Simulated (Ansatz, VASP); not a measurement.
**Two plane-wave programs on RbBr**

File INCAR:

```
SYSTEM = RbBr
  PREC = Accurate
  ENCUT = 520
  EDIFF = 1E-6
  ISMEAR = 0
  SIGMA = 0.05
  LREAL = .FALSE.
  LASPH = .TRUE.
  NELM = 80
  ALGO = Normal
  ISIF = 2
  LWAVE = .FALSE.
  LCHARG = .FALSE.
  GGA = PE
  NBANDS = 15
```

KPOINTS

```
regular mesh
0
G
  8 8 8
  0 0 0
```

File POSCAR:

```
RbBr
1.0
    0.0000000000      3.5083429181      3.5083429181
    3.5083429181      0.0000000000      3.5083429181
    3.5083429181      3.5083429181      0.0000000000
Rb Br
1 1
Direct
    0.5171020910      0.4828979090      0.5171020910
    0.0000000000      0.0000000000      0.0000000000
```

Input for Ansatz:

```yaml
crystal:
  lattice:
    - [0.0, 3.5083429181, 3.5083429181]
    - [3.5083429181, 0.0, 3.5083429181]
    - [3.5083429181, 3.5083429181, 0.0]
  atoms:
    - { symbol: Rb, position: [0.517102091, 0.482897909, 0.517102091] }
    - { symbol: Br, position: [0.0, 0.0, 0.0] }
basis:
  ecutwfc: 420
  ecutrho_ratio: 4
kpoints:
  mp_grid: { grid: [8, 8, 8] }
hamiltonian:
  xc: pbe
scf:
  occupations: { method: gaussian, width: 0.05 }
output:
  forces: true
  stress: true
  eigenvalues: true
```

Alike in both runs: task single point; functional PBE; k mesh 8 × 8 × 8; occupations gaussian, width 0.05 eV; no spin polarisation.

```csv
,VASP,Ansatz
version,VASP 6.6.1,Ansatz 0.2.0
potentials or method,"VASP PAW PBE potentials, release 64 (Rb_sv, Br)","scalar-relativistic, plane waves, PAW"
plane-wave cutoff (eV),520,420
valence electrons in the cell,16,16
```

|  | VASP | Ansatz | Ansatz less VASP |
| --- | --- | --- | --- |
| gap on the k mesh at the Fermi level (eV) | 4.19 | 4.20 | +0.002 |
| least direct gap on the mesh (eV) | 4.19 | 4.20 | +0.002 |
| pressure (GPa) | 0.1 | 0.1 | -0.02 |
| largest component of the traceless stress (GPa) | 0.13 | 0.13 | -0.002 |
| rms of the force components (eV/Å) | 0.065 | 0.064 | -0.0007 |

Atom by atom the forces differ by 0.001 eV/Å (rms over components). The functional is the same, so the differences come from potentials, cutoffs and numerics.

A k mesh can miss the band edges.
